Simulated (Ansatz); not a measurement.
Crystal: Zn.

```
CELL_PARAMETERS angstrom
0.00000 1.96478 1.96478
1.96478 0.00000 1.96478
1.96478 1.96478 0.00000
ATOMIC_POSITIONS crystal
Zn 0.00000 0.00000 0.00000
```

This isn't the form of Zn at room conditions, which is hcp.

```yaml
Program: Ansatz 0.2.0
Task: relaxation of cell and atoms
Functional: BLYP
Dispersion: D3(BJ)
Potentials_or_basis: Ansatz PAW
Cutoff: "420 eV (not typed: the program's choice for these potentials)"
k_mesh: 12 × 12 × 12
Occupations: fermi-dirac, width 0.05 eV
Spin: no spin polarisation
```

At the start: volume 15.17 Å³/atom.

**Question.** How do energy, volume and symmetry change on relaxing?

**Answer.** It ends after 5 steps and the volume is 14.31 Å³/atom (-5.7 %); space group Fm-3m (No. 225, to 0.05 Å).

The path:
| step | energy change (eV) | largest force (eV/Å) | volume (Å³) |
| --- | --- | --- | --- |
| 1 | 0.0000 | 0.0000 | 15.17 |
| 2 | -0.0099 | 0.0000 | 14.59 |
| 3 | -0.0114 | 0.0000 | 14.26 |
| 4 | -0.0114 | 0.0000 | 14.31 |
| 5 | -0.0111 | 0.0000 | 14.31 |

Final structure:
```
Zn
1.0
     0.00000    1.92678    1.92678
     1.92678    0.00000    1.92678
     1.92678    1.92678    0.00000
Zn
1
Direct
  0.00000 0.00000 0.00000
```

Caveat: the plane-wave basis is chosen anew once the cell has moved, so the energies of steps on either side of that aren't comparable; pairwise dispersion overbinds metals, which lowers pressure and volume; the PAW data sets come from PBE, with cores solved anew for the run's functional, which leaves a small shift of forces and pressure.
